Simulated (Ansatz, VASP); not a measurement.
# CoSi2: VASP beside Ansatz

File INCAR:

```
PREC = Accurate
ENCUT = 520
EDIFF = 1E-6
ISMEAR = -1
SIGMA = 0.05
LREAL = F
LASPH = T
NELM = 100
ALGO = Normal
ISIF = 2
LWAVE = F
LCHARG = F
GGA = PS
NBANDS = 16
```

Contents of KPOINTS:

```
Automatic mesh
0
Gamma
  9 9 9
```

Contents of POSCAR:

```
CoSi2
1.0
    0.0000000000      2.6780000000      2.6780000000
    2.6780000000      0.0000000000      2.6780000000
    2.6780000000      2.6780000000      0.0000000000
Co Si
1 2
Direct
    0.0000000000      0.0000000000      0.0000000000
    0.7500000000      0.7500000000      0.7500000000
    0.2500000000      0.2500000000      0.2500000000
```

The input input.yaml:

```yaml
crystal:
  lattice:
    - [0.0, 2.678, 2.678]
    - [2.678, 0.0, 2.678]
    - [2.678, 2.678, 0.0]
  atoms:
    - { symbol: Co, position: [0.0, 0.0, 0.0] }
    - { symbol: Si, position: [0.75, 0.75, 0.75] }
    - { symbol: Si, position: [0.25, 0.25, 0.25] }
hamiltonian:
  xc: pbesol
  pseudopotentials: { kind: paw }
kpoints:
  mp_grid: { grid: [9, 9, 9] }
scf:
  occupations: { method: fermi_dirac, width: 0.05 }
output:
  forces: true
  stress: true
  eigenvalues: true
```

Alike in both runs: task single point; functional PBEsol; k mesh 9 × 9 × 9; occupations fermi-dirac, width 0.05 eV; no spin polarisation.

|  | VASP | Ansatz |
| --- | --- | --- |
| version | VASP 6.6.1 | Ansatz 0.2.0 |
| potentials or method | VASP PAW PBE potentials, release 64 (Co, Si) | Ansatz PAW |
| plane-wave cutoff (eV) | 520 | 420 |
| valence electrons in the cell | 17 | 25 |

```tsv
	VASP	Ansatz	Ansatz less VASP
gap on the k mesh at the Fermi level (eV)	none	none	-
pressure (GPa)	-4.4	-4.4	-0.03
```

A gap of «none» marks a metal or a gap that the smearing closes. The two sets of potentials don't hold the same shells in valence.

Caveats: the PAW data sets were made with another functional, which shifts forces and pressure a little (VASP); the PAW data sets come from PBE, with cores solved anew for the run's functional, which leaves a small shift of forces and pressure (Ansatz). Spin polarisation is off, so any magnetic state and its effect on volume and gap are missing.
